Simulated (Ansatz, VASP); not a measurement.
# One calculation of AlN, two programs

```
CELL_PARAMETERS angstrom
3.08862 0.00000 0.00000
-1.54431 2.67482 0.00000
0.00000 0.00000 4.94358
ATOMIC_POSITIONS crystal
Al 0.29871 0.63451 0.00152
Al 0.70129 0.36549 0.50152
N 0.36424 0.69536 0.38348
N 0.63576 0.30464 0.88348
```

Change from the starting cell: mode 4 frozen in at -0.057 Å and mode 5 at -0.086 Å (largest displacements).

Alike in both runs: task single point; functional LDA; k mesh 9 × 9 × 6; occupations gaussian, width 0.05 eV; no spin polarisation.

```csv
,VASP,Ansatz
version,VASP 6.6.1,Ansatz 0.2.0
potentials or method,"VASP PAW LDA potentials, release 64 (Al, N)","scalar-relativistic, plane waves, PAW"
plane-wave cutoff (eV),520,520
valence electrons in the cell,16,16
```

```tsv
	VASP	Ansatz	Ansatz less VASP
gap on the k mesh at the Fermi level (eV)	4.29	4.29	-0.008
least direct gap on the mesh (eV)	4.29	4.29	-0.008
pressure (GPa)	0.3	-0.3	-0.61
largest component of the traceless stress (GPa)	0.70	0.71	+0.012
rms of the force components (eV/Å)	0.272	0.272	0.0000
```

Atom by atom the forces differ by 0.002 eV/Å (rms over components). Ansatz warned: «pseudo_functional_mismatch».

Caveats: an odd mesh through Γ misses points on the zone boundary, where band edges often lie.
